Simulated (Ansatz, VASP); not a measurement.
# ZnS (Wurtzite-2H): VASP beside Ansatz

```xyz
4
Lattice="3.8455 0.0000 0.0000 -1.9228 3.3303 0.0000 0.0000 0.0000 6.3053" Properties=species:S:1:pos:R:3 pbc="T T T"
Zn    0.0000    2.2202    0.0329
Zn    1.9228    1.1101    3.1856
S     0.0000    2.2202    2.3946
S     1.9228    1.1101    5.5473
```

Alike in both runs: functional PBE; k mesh 9 × 9 × 6; occupations gaussian, width 0.02 eV; no spin polarisation.

Ansatz relaxed the structure, and its values are those at the end. VASP's run is a single point on that final structure, the one shown.

```csv
,VASP,Ansatz
version,VASP 6.6.1,Ansatz 0.2.0
potentials or method,"VASP PAW PBE potentials, release 64 (Zn, S)","scalar-relativistic, plane waves, PAW"
plane-wave cutoff (eV),520,420
valence electrons in the cell,36,36
```

VASP gave:

- gap on the k mesh at the Fermi level (eV): 2.08
- least direct gap on the mesh (eV): 2.08
- pressure (GPa): 0.1

Problem. Estimate Ansatz's values.

Solution. gap on the k mesh at the Fermi level (eV): 2.08; least direct gap on the mesh (eV): 2.08; pressure (GPa): 0.0.

As with any semilocal functional, this PBE gap is likely too small.
